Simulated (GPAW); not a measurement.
Here is a GPAW 26.7.0 calculation.

run.py

```python
import numpy as np
from ase import Atoms
from ase.dft.bandgap import bandgap
from ase.io import write
from ase.units import Bohr
from gpaw import GPAW, PW
from gpaw.elf import elf_from_dft_calculation

atoms = Atoms(['Rb', 'Rb', 'Rb'],
              cell=[[4.9915725139, 0, 0],
                    [-2.0035299838, 4.5718337421, 0],
                    [0.0, 0.0, 23.3566214895]],
              scaled_positions=[[0.5, 0.5, 0.3211080851],
                                [0.0, 0, 0.5],
                                [0.5, 0.5, 0.6788919149]],
              pbc=True)
atoms.pbc = (True, True, False)

calc = GPAW(mode=PW(450),
            xc='PBE',
            kpts={'size': (6, 6, 1), 'gamma': True},
            occupations={'name': 'fermi-dirac', 'width': 0.05},
            nbands=24,
            convergence={'density': 1e-05, 'energy': 1e-05},
            maxiter=150,
            poissonsolver={'dipolelayer': 'xy'},
            txt='gpaw.txt')
atoms.calc = calc
energy = atoms.get_potential_energy()
forces = atoms.get_forces()
calc.write('gs.gpw')
write('result.traj', atoms)
print(f'Energy: {energy:.6f} eV')
print('Forces (eV/A):')
print(forces.round(4))
print('Fermi level:', round(calc.get_fermi_level(), 4), 'eV')
print(f'Gap: {bandgap(calc)[0]:.4f} eV, direct: {bandgap(calc, direct=True)[0]:.4f} eV')

v = calc.get_electrostatic_potential().mean(axis=(0, 1))
z = np.arange(len(v)) * atoms.cell[2, 2] / len(v)
ef = calc.get_fermi_level()
np.savetxt('planar.dat', np.c_[z, v], fmt='%.4f')
below, above = np.interp([1.5, atoms.cell[2, 2] - 1.5], z, v) - ef
print(f'Work functions: bottom {below:.4f} eV, top {above:.4f} eV')
print('Dipole moment:', *calc.get_dipole_moment().round(5), 'e A')

# fields on the real-space grid
write('density.cube', atoms, data=calc.get_pseudo_density() * Bohr**3)
write('potential.cube', atoms, data=calc.get_electrostatic_potential())
write('elf.cube', atoms, data=elf_from_dft_calculation(calc).data)
```

Potentials or basis: GPAW PAW data sets (gpaw-data 1.2.1), pw.

Launch:

```bash
$ OMP_NUM_THREADS=1 python run.py
```

Problem. Estimate the work function of the lower face.

Solution. 2.25 eV.

Problem. Predict the dipole across the slab.

Solution. 0.00 e·Å.

Forces in eV/Å, atoms in the order of the input:
```
Rb   0.000  0.000  0.025
Rb   0.000  0.000  0.000
Rb   0.000  0.000 -0.025
```
